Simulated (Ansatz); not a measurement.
# Two-dimensional strain map in LiF

These are results of Ansatz, DFT PBE, scalar-relativistic, plane waves, PAW, not measurements. Cutoff 420 eV, Γ-centred 10×10×10 k-points, Gaussian smearing of 0.05 eV. No spin polarisation. Energies are free energies at this smearing, counted from the undisturbed cell; pressure is positive in compression.

The starting cell (as given, not relaxed at this level; it stands at 2.1 GPa):

```
CELL_PARAMETERS angstrom
0.00000 2.01400 2.01400
2.01400 0.00000 2.01400
2.01400 2.01400 0.00000
ATOMIC_POSITIONS crystal
Li 0.00000 0.00000 0.00000
F 0.50000 0.50000 0.50000
```

The cell is strained by p along both x and y and by q along z, fractional coordinates fixed. Points are written (p, q).

p was sampled at -0.080, -0.040, 0.000, 0.040, 0.080 and q at -0.080, -0.040, 0.000, 0.040, 0.080.

**Question.** Where on the computed points is the energy highest, and how high?

**Answer.** At (-0.080, -0.080): 167.8 meV/atom.

**Question.** Away from (0, 0), which computed point is lowest?

**Answer.** (0.000, 0.040): 0.1 meV/atom.

The map, in meV/atom:

```
 p \ q  -0.080  -0.040  0.000  0.040  0.080
-0.080   167.8   121.8   94.3   79.0   71.8
-0.040    80.4    44.0   25.2   17.6   17.2
 0.000    37.5    10.4    0.0    0.1    6.5
 0.040    24.0     5.9    3.7   11.2   24.4
 0.080    29.8    20.2   25.9   40.7   60.4
```